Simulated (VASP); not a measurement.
# BaO: evGW0 quasiparticle levels with PBE

The system is BaO.

```xyz
2
Lattice="0.0000 2.7500 2.7500 2.7500 0.0000 2.7500 2.7500 2.7500 0.0000" Properties=species:S:1:pos:R:3 pbc="T T T"
Ba    0.0000    0.0000    0.0000
O     2.7500    2.7500    2.7500
```

```
Program                         : VASP 6.6.1
Task                            : evGW0 quasiparticle levels
Functional                      : PBE
Potentials or basis             : VASP PAW PBE potentials, release 64 (Ba_sv_GW, O_GW)
Cutoff                          : 450 eV
k mesh                          : 4 × 4 × 4
Occupations                     : gaussian, width 0.01 eV
Spin                            : no spin polarisation
GW scheme                       : evGW0
GW iterations                   : 4
Cutoff of the response function : 120
Frequency points                : 50
Empty bands                     : 124
Further INCAR settings          : ALGO = EVGW0; EDIFF = 1e-08; NBANDS = 132
```

```
Band gap on the k mesh, mean-field level : 1.97 eV, direct
Quasiparticle gap                        : 3.29 eV
Least direct quasiparticle gap           : 3.29 eV
```

Levels at points of the mesh, in eV from the valence-band top:
| k point | band 5 | band 6 | band 7 | band 8 | band 9 | band 10 | band 11 | band 12 |
| --- | --- | --- | --- | --- | --- | --- | --- | --- |
| (0.00, 0.00, 0.00) | -10.30 | -0.51 | -0.51 | -0.51 | 3.69 | 4.73 | 4.73 | 4.73 |
| (0.50, 0.00, 0.00) | -10.42 | -2.06 | -1.57 | -1.57 | 4.98 | 7.27 | 7.27 | 7.44 |
| (0.50, 0.50, 0.00) | -10.92 | -0.26 | -0.26 | 0.00 | 1.97 | 6.10 | 8.50 | 9.11 |

Quasiparticle gap after each update of the energies (eV): 3.00, 3.23, 3.28, 3.29

Wall time 3.1 min on 1 thread of Intel(R) Xeon(R) 6975P-C (Granite Rapids) (shared host), peak memory 0.33 GiB.

Caveat: the k mesh is coarse (spacing up to 0.49 Å⁻¹), so the values aren't converged; bands, screening cutoff and mesh are small and nothing is extrapolated, so the quasiparticle values aren't converged; spin-orbit coupling is left out, which moves the levels of the heavy elements. A k mesh can miss the band edges.
